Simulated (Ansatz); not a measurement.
## CdSe: moving Se off its site

CdSe, F-43m, a = 6.141 Å (as given, not relaxed at this level: 1.3 GPa). This isn't the usual stable structure of the compound. Ansatz: PBE, PAW, 420 eV, Γ-centred 10×10×10 mesh on 2 atoms, Gaussian smearing 0.05 eV; no spin polarisation.

```
CELL_PARAMETERS angstrom
0.00000 3.07027 3.07027
3.07027 0.00000 3.07027
3.07027 3.07027 0.00000
ATOMIC_POSITIONS crystal
Cd 0.00000 0.00000 0.00000
Se 0.75000 0.75000 0.75000
```

Atom 2 (Se) moves by x along the unit vector (0.577, -0.577, -0.577), with its periodic images; all else is held. y is the free energy of the cell over the start, F the force along the path summed over the moved atoms.

| x (Å) | y (meV) | F (eV/Å) |
| --- | --- | --- |
| -0.3000 | ? | ? |
| -0.2250 | 83.6 | 0.63 |
| -0.1500 | 41.1 | 0.49 |
| -0.0750 | 11.4 | 0.29 |
| 0.0000 | 0.0 | 0.00 |
| 0.0750 | 14.0 | -0.39 |
| 0.1500 | 62.5 | -0.92 |
| 0.2250 | 156.7 | -1.62 |
| 0.2625 | 225.4 | -2.05 |
| 0.3000 | 311.4 | -2.55 |

Task: Fit y = c2 x² + c3 x³ + c4 x⁴ to the energies of the other rows, give the force constant, and predict energy and force of the missing row.

Result: Least squares on the rows shown. y = 2223.1 x² + 3209.5 x³ + 3023.7 x⁴. The force constant is 2 c2 = 4.45 eV/Å² (for all images moving together, not for a lone atom). With two atoms in a cubic cell this is the optical mode at Γ without the LO field: ω = 521.5 √(2 c2/μ) = 161 cm⁻¹ for μ = 46.39 u. The force −dy/dx at the missing row is 0.79 eV/Å (computed 0.71). At x = -0.3000 the fit asked for gives 137.9 meV. The run gave 134.3 meV, so the fit is 3.6 meV too high, 1.2 % of the span of the series, against an rms of 0.2 meV on the fitted rows. The row lies outside the fitted range. With a term in x⁵ added, a fit to the same known rows predicts 133.9 meV, so most of the miss is curvature that the known rows already hold.